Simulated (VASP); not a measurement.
# Ce (Im-3m) in VASP: further runs, part 3 of 3

VASP 6.6.1.

## 4. Single point, PBE, collinear spin, ferromagnetic start

INCAR reads:

```
PREC     = Accurate       # precision mode
ENCUT    = 700            # plane-wave cutoff, eV
EDIFF    = 1E-6           # SCF threshold, eV
ISMEAR   = 0              # smearing method
SIGMA    = 0.2            # smearing width, eV
LREAL    = F              # projectors in reciprocal space
LASPH    = T              # aspherical terms in the spheres
NELM     = 100            # most SCF steps
ALGO     = Normal         # electronic algorithm
ISIF     = 2              # what is computed and relaxed
LWAVE    = F              # write WAVECAR
LCHARG   = F              # write CHGCAR
ISPIN    = 2              # spin polarisation
MAGMOM   = 1              # initial moments
LORBIT   = 11             # projections on sites
LMAXMIX  = 6              # l up to which the mixer works
GGA      = PE             # functional
NBANDS   = 16             # bands
ADDGRID  = F
```

KPOINTS reads:

```
regular mesh
0
Gamma
  3 3 3
```

POSCAR reads:

```
Ce
1.0
   -1.9824590000      1.9831840000      1.9962140000
    1.9307920000     -1.9490850000      1.9104480000
    1.9370660000      1.9036920000     -1.9621150000
Ce
1
Direct
   -0.0084250000     -0.0182580000     -0.0014360000
```

Potentials or basis: VASP PAW PBE potentials, release 64 (Ce).

Run with:

```sh
$ cat potpaw_PBE.64/Ce/POTCAR > POTCAR
$ mpirun -np 1 vasp_std > vasp.out
```

OUTCAR:

```text
PREC = Accurate
   ENCUT = 700
   EDIFF = 1E-6
   ISMEAR = 0
   LREAL = F
   LASPH = T
   NELM = 100
   ISIF = 2
   ISPIN = 2
   LORBIT = 11
   GGA = PE

 Found     14 irreducible k-points:

 Following reciprocal coordinates:
            Coordinates               Weight
  0.000000  0.000000  0.000000      1.000000
  0.333333 -0.000000  0.000000      2.000000
  0.000000  0.333333  0.000000      2.000000
  0.333333  0.333333  0.000000      2.000000
 -0.333333  0.333333  0.000000      2.000000
  0.000000 -0.000000  0.333333      2.000000
   k-points           NKPTS =     14   k-points in BZ     NKDIM =     14   number of bands    NBANDS=     16
[... 316 lines left out ...]
  Total       -1.5802595     -1.3704563     -1.2009824      0.0849120     -0.0614141      0.1021028
  in kB      -86.2502346    -74.7992232    -65.5493701      4.6344767     -3.3519664      5.5727472
  external PRESSURE =     -75.5329426 kB  Pullay stress =       0.0000000 kB

 VOLUME and BASIS-vectors are now :
 -----------------------------------------------------------------------------
  energy-cutoff  :      700.00
  volume of cell :       29.35
      direct lattice vectors                 reciprocal lattice vectors
    -1.982459000  1.983184000  1.996214000     0.006384800  0.255123769  0.253830615
     1.930792000 -1.949085000  1.910448000     0.262015728  0.000784005  0.259431410
     1.937066000  1.903692000 -1.962115000     0.261612011  0.260320847  0.001187722

 POSITION                                       TOTAL-FORCE (eV/Angst)
 -----------------------------------------------------------------------------------
      1.86407      1.95394      1.89567        -0.000000      0.000000      0.000000
 -----------------------------------------------------------------------------------
    total drift:                                0.000000     -0.000000     -0.000000

  FREE ENERGIE OF THE ION-ELECTRON SYSTEM (eV)
  ---------------------------------------------------
  free  energy   TOTEN  =        -6.0075571098 eV

  energy  without entropy=       -5.9014186729  energy(sigma->0) =       -5.95448789

 total charge

# of ion       s       p       d       f       tot
--------------------------------------------------
    1        2.077   5.543   1.230   1.007   9.857

 magnetization (x)

# of ion       s       p       d       f       tot
--------------------------------------------------
    1       -0.000   0.006   0.092   0.788   0.886
```

OSZICAR:

```text
N       E                     dE             d eps       ncg     rms          rms(c)
DAV:   1     0.100554076959E+03    0.10055E+03   -0.58071E+03   904   0.114E+03
DAV:   2     0.256362648990E+01   -0.97990E+02   -0.80106E+02  1112   0.166E+02
DAV:   3    -0.622394229096E+01   -0.87876E+01   -0.84658E+01  1024   0.664E+01
DAV:   4    -0.646861372587E+01   -0.24467E+00   -0.24376E+00  1512   0.896E+00
DAV:   5    -0.647419832789E+01   -0.55846E-02   -0.55836E-02  1136   0.116E+00    0.761E+00
DAV:   6    -0.739482344821E+01   -0.92063E+00   -0.17178E+01   920   0.159E+01    0.122E+01
DAV:   7    -0.610571686270E+01    0.12891E+01   -0.37269E+00   896   0.166E+01    0.370E+00
DAV:   8    -0.599664647949E+01    0.10907E+00   -0.11288E-01  1216   0.287E+00    0.147E+00
DAV:   9    -0.599953319331E+01   -0.28867E-02   -0.19108E-02  1376   0.122E+00    0.842E-01
DAV:  10    -0.600685168027E+01   -0.73185E-02   -0.98436E-03  1072   0.101E+00    0.434E-01
DAV:  11    -0.600737155459E+01   -0.51987E-03   -0.12541E-03  1112   0.321E-01    0.245E-01
DAV:  12    -0.600750887064E+01   -0.13732E-03   -0.80227E-04  1152   0.215E-01    0.100E-01
DAV:  13    -0.600755254259E+01   -0.43672E-04   -0.16026E-04  1104   0.112E-01    0.547E-02
DAV:  14    -0.600755631984E+01   -0.37772E-05   -0.71963E-05  1168   0.724E-02    0.167E-02
DAV:  15    -0.600755710979E+01   -0.78995E-06   -0.54658E-06  1272   0.176E-02
   1 F= -.60075571E+01 E0= -.59544879E+01  d E =-.106138E+00  mag=     1.0480
```

stdout:

```text
POSCAR found type information on POSCAR Ce
 POSCAR found :  1 types and       1 ions
 scaLAPACK will be used
 LDA part: xc-table for (Slater+PW92), standard interpolation
 POSCAR, INCAR and KPOINTS ok, starting setup
 FFT: planning ... GRIDC
 FFT: planning ... GRID_SOFT
 FFT: planning ... GRID
 WAVECAR not read
 entering main loop
```

Run time: 14 s. Hardware: 1 thread of Intel Xeon 6975P-C (Granite Rapids), shared host; peak memory 0.2 GiB.

These settings aren't checked as converged: the numbers below hold their error.

What came out:

```yaml
Free_energy: -6.0076 eV
Pressure: -7.6 GPa
Band_gap_on_the_k_mesh: none (metal or under the smearing width)
Net_moment: 1.05 μB per cell
Site_moments: Ce +0.89 μB
Valence_electrons_inside_the_program's_atomic_spheres: Ce 9.86
```

Caveat: the k mesh is coarse (spacing up to 0.77 Å⁻¹), so the values aren't converged; the magnetic or orbital state may not be the lowest; spin-orbit coupling is left out, which moves the levels of the heavy elements.

## 5. Single point, PBE, collinear spin, ferromagnetic start

This run uses another cell than the first one, of the same volume but with other edges.

INCAR: that of step 4 with these lines changed.

```diff
@@ -1,3 +1,3 @@
 PREC     = Accurate       # precision mode
-ENCUT    = 700            # plane-wave cutoff, eV
+ENCUT    = 250            # plane-wave cutoff, eV
 EDIFF    = 1E-6           # SCF threshold, eV
```

KPOINTS reads:

```
regular mesh
0
Gamma
  6 6 6
```

POSCAR reads:

```
Ce
1.0
   -1.9432985503      1.9432985503      1.9432985503
    1.9432985503     -1.9432985503      1.9432985503
    1.9432985503      1.9432985503     -1.9432985503
Ce
1
Direct
    0.0000000000      0.0000000000      0.0000000000
```

Run with:

```sh
$ cat potpaw_PBE.64/Ce/POTCAR > POTCAR
$ mpirun -np 1 vasp_std > vasp.out
```

Run time: 9.1 s. Hardware: 1 thread of Intel Xeon 6975P-C (Granite Rapids), shared host; peak memory 0.13 GiB.

The run converged, but a check on its numbers failed (symmetry, net force, bounds or a known fault of this set-up), so they aren't taken as properties of the crystal.

Caveat: the k mesh is coarse (spacing up to 0.38 Å⁻¹), so the values aren't converged; the cutoff lies under the usual one of these potentials, so the numbers hold a large basis-set error; the magnetic or orbital state may not be the lowest; spin-orbit coupling is left out, which moves the levels of the heavy elements.

## 6. Single point, PBE, collinear spin, ferromagnetic start

INCAR is that of step 5.

KPOINTS is that of step 5.

POSCAR reads:

```
Ce
1.0
   -1.9824590000      1.9831840000      1.9962140000
    1.9307920000     -1.9490850000      1.9104480000
    1.9370660000      1.9036920000     -1.9621150000
Ce
1
Direct
   -0.0084250000     -0.0182580000     -0.0014360000
```

Potentials or basis: VASP PAW PBE potentials, release 64 (Ce).

Run with:

```sh
$ cat potpaw_PBE.64/Ce/POTCAR > POTCAR
$ mpirun -np 1 vasp_std > vasp.out
```

OUTCAR:

```text
PREC = Accurate
   ENCUT = 250
   EDIFF = 1E-6
   ISMEAR = 0
   LREAL = F
   LASPH = T
   NELM = 100
   ISIF = 2
   ISPIN = 2
   LORBIT = 11
   GGA = PE

 Found    112 irreducible k-points:

 Following reciprocal coordinates:
            Coordinates               Weight
  0.000000  0.000000  0.000000      1.000000
  0.166667 -0.000000  0.000000      2.000000
  0.333333 -0.000000  0.000000      2.000000
  0.500000  0.000000 -0.000000      1.000000
  0.000000  0.166667  0.000000      2.000000
  0.166667  0.166667  0.000000      2.000000
   k-points           NKPTS =    112   k-points in BZ     NKDIM =    112   number of bands    NBANDS=     16
[... 316 lines left out ...]
  Total       -0.6027751     -0.5420639     -0.4837802      0.0565405     -0.0446766      0.0667528
  in kB      -32.8993380    -29.5857361    -26.4046242      3.0859676     -2.4384381      3.6433534
  external PRESSURE =     -29.6298994 kB  Pullay stress =       0.0000000 kB

 VOLUME and BASIS-vectors are now :
 -----------------------------------------------------------------------------
  energy-cutoff  :      250.00
  volume of cell :       29.35
      direct lattice vectors                 reciprocal lattice vectors
    -1.982459000  1.983184000  1.996214000     0.006384800  0.255123769  0.253830615
     1.930792000 -1.949085000  1.910448000     0.262015728  0.000784005  0.259431410
     1.937066000  1.903692000 -1.962115000     0.261612011  0.260320847  0.001187722

 POSITION                                       TOTAL-FORCE (eV/Angst)
 -----------------------------------------------------------------------------------
      1.86407      1.95394      1.89567         0.000000      0.000000      0.000000
 -----------------------------------------------------------------------------------
    total drift:                               -0.000002      0.000004      0.000001

  FREE ENERGIE OF THE ION-ELECTRON SYSTEM (eV)
  ---------------------------------------------------
  free  energy   TOTEN  =        -5.7150118576 eV

  energy  without entropy=       -5.6192493736  energy(sigma->0) =       -5.66713062

 total charge

# of ion       s       p       d       f       tot
--------------------------------------------------
    1        2.038   5.617   1.131   1.013   9.799

 magnetization (x)

# of ion       s       p       d       f       tot
--------------------------------------------------
    1        0.011   0.016   0.297   0.733   1.057
```

stdout:

```text
POSCAR found type information on POSCAR Ce
 POSCAR found :  1 types and       1 ions
 scaLAPACK will be used
 LDA part: xc-table for (Slater+PW92), standard interpolation
 POSCAR, INCAR and KPOINTS ok, starting setup
 FFT: planning ... GRIDC
 FFT: planning ... GRID_SOFT
 FFT: planning ... GRID
 WAVECAR not read
 entering main loop
```

Wall time 28 s (1 thread of Intel Xeon 6975P-C (Granite Rapids), shared host); peak memory 0.15 GiB.

The run converged, but a check on its numbers failed (symmetry, net force, bounds or a known fault of this set-up), so they aren't taken as properties of the crystal.

Caveat: the k mesh is coarse (spacing up to 0.39 Å⁻¹), so the values aren't converged; the cutoff lies under the usual one of these potentials, so the numbers hold a large basis-set error; the magnetic or orbital state may not be the lowest; spin-orbit coupling is left out, which moves the levels of the heavy elements.
